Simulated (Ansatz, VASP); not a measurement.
SnSe in VASP and in Ansatz

INCAR

```
SYSTEM = SnSe
ALGO     = Normal         ! electronic algorithm
EDIFF    = 1E-6           ! SCF threshold, eV
ENCUT    = 520            ! plane-wave cutoff, eV
GGA      = PS             ! functional
ISIF     = 2              ! what is computed and relaxed
ISMEAR   = 0              ! smearing method
LASPH    = .True.         ! aspherical terms in the spheres
LCHARG   = .False.        ! write CHGCAR
LREAL    = .False.        ! projectors in reciprocal space
LWAVE    = .False.        ! write WAVECAR
NBANDS   = 50             ! bands
NELM     = 100            ! most SCF steps
PREC     = Accurate       ! precision mode
SIGMA    = 0.05           ! smearing width, eV
```

Contents of KPOINTS:

```
k-points
0
Gamma
  6 6 6
  0 0 0
```

The input POSCAR:

```
SnSe
1.0
    5.9455093302      0.0000000000      0.0000000000
    0.0000000000     -5.9455093302      0.0000000000
    0.0000000000      0.0000000000     -5.9455093302
Sn Se
4 4
Direct
    0.0000000000      0.0000000000      0.0000000000
    0.5000000000      0.5000000000      0.0000000000
    0.5000000000      0.0000000000      0.5000000000
    0.0000000000      0.5000000000      0.5000000000
    0.5000000000      0.0000000000      0.0000000000
    0.0000000000      0.5000000000      0.0000000000
    0.0000000000      0.0000000000      0.5000000000
    0.5000000000      0.5000000000      0.5000000000
```

Input for Ansatz:

```yaml
crystal:
  lattice:
    - [5.9455093302, 0.0, 0.0]
    - [0.0, -5.9455093302, 0.0]
    - [0.0, 0.0, -5.9455093302]
  atoms:
    - { symbol: Sn, position: [0.0, 0.0, 0.0] }
    - { symbol: Sn, position: [0.5, 0.5, 0.0] }
    - { symbol: Sn, position: [0.5, 0.0, 0.5] }
    - { symbol: Sn, position: [0.0, 0.5, 0.5] }
    - { symbol: Se, position: [0.5, 0.0, 0.0] }
    - { symbol: Se, position: [0.0, 0.5, 0.0] }
    - { symbol: Se, position: [0.0, 0.0, 0.5] }
    - { symbol: Se, position: [0.5, 0.5, 0.5] }
basis:
  ecutwfc: 420
kpoints:
  mp_grid: { grid: [6, 6, 6] }
hamiltonian:
  xc: pbesol
scf:
  occupations: { method: gaussian, width: 0.05 }
output:
  forces: true
  stress: true
  eigenvalues: true
```

Alike in both runs: task single point; functional PBEsol; k mesh 6 × 6 × 6; occupations gaussian, width 0.05 eV; no spin polarisation.

|  | VASP | Ansatz |
| --- | --- | --- |
| version | VASP 6.6.1 | Ansatz 0.2.0 |
| potentials or method | VASP PAW PBE potentials, release 64 (Sn_d, Se) | scalar-relativistic, plane waves, PAW |
| plane-wave cutoff (eV) | 520 | 420 |
| valence electrons in the cell | 80 | 120 |

|  | VASP | Ansatz | Ansatz less VASP |
| --- | --- | --- | --- |
| gap on the k mesh at the Fermi level (eV) | 0.33 | 0.33 | 0.000 |
| least direct gap on the mesh (eV) | 0.33 | 0.33 | 0.000 |
| pressure (GPa) | 0.1 | 0.1 | -0.02 |

The two sets of potentials don't hold the same shells in valence.

Caveats: the PAW data sets were made with another functional, which shifts forces and pressure a little (VASP); spin-orbit coupling is left out, which moves the levels of the heavy elements.
